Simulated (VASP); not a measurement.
```xyz
2
Lattice="0.0000 3.0018 3.0018 3.0018 0.0000 3.0018 3.0018 3.0018 0.0000" Properties=species:S:1:pos:R:3 pbc="T T T"
Zn     0.0000     0.0000     0.0000
Te     1.5009     1.5009     1.5009
```

The numbers are results of LDA (Ceperley-Alder, Perdew-Zunger), VASP's LDA PAW potentials (set 64) (plane waves; VASP), not measurements. Run with 520 eV cut-off, Gaussian smearing of 0.050 eV, potentials Zn Te.

Unless said otherwise, spin-orbit coupling is left out, though it shifts the bands of the heavy elements here.

Predict the band gap (along the path) with the smallest direct gap where there is one.

```
Item                                   Result
------------------------------------  -------
band gap (along the path)             1.30 eV
smallest direct gap (along the path)  1.30 eV
```

Total energies compare only between runs with the same potentials, cut-off and functional.

The compound is ZnTe in the zinc blende structure. It was relaxed first.
